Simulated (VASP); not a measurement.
Input of a VASP 6.6.1 run:

The input INCAR:

```
SYSTEM = BN
PREC = Accurate
ENCUT = 520
EDIFF = 1E-7
ISMEAR = 0
SIGMA = 0.02
LREAL = .FALSE.
LASPH = .TRUE.
NELM = 100
ALGO = Normal
ISIF = 3
LWAVE = .FALSE.
LCHARG = .FALSE.
METAGGA = R2SCAN
LMIXTAU = .TRUE.
IBRION = 2
NSW = 80
EDIFFG = -0.002
KPAR = 4
```

Contents of KPOINTS:

```
Automatic mesh
0
G
  15 15 6
  0 0 0
```

POSCAR

```
BN                                      
1.0
    2.5024372548     -0.0000000000      0.0000000000
   -1.2512186274      2.1671742293     -0.0000000000
    0.0000000000      0.0000000000      6.7647190689
  B               N             
     2     2
Direct
     0.3333333300000021    0.6666666699999979    0.2500000000000000
     0.6666666699999979    0.3333333300000021    0.7500000000000000
     0.3333333300000021    0.6666666699999979    0.7500000000000000
     0.6666666699999979    0.3333333300000021    0.2500000000000000
```

Potentials or basis: VASP PAW PBE potentials, release 64 (B, N).

Run with:

```bash
$ cat potpaw_PBE.64/B/POTCAR potpaw_PBE.64/N/POTCAR > POTCAR
$ mpirun -np 4 vasp_std > vasp.out
```

(1) Predict the relaxed cell.

(2) Predict the band gap on the k mesh.

(3) Predict the relaxed volume.

Results:

(1) a = 2.503 Å, b = 2.503 Å, c = 6.790 Å, α = 90.00°, β = 90.00°, γ = 120.00°.

(2) 4.95 eV, indirect (least direct gap 5.36 eV).

(3) 9.21 Å³/atom.

Caveat: the PAW data sets were made with another functional, which shifts forces and pressure a little; an odd mesh through Γ misses points on the zone boundary, where band edges often lie.
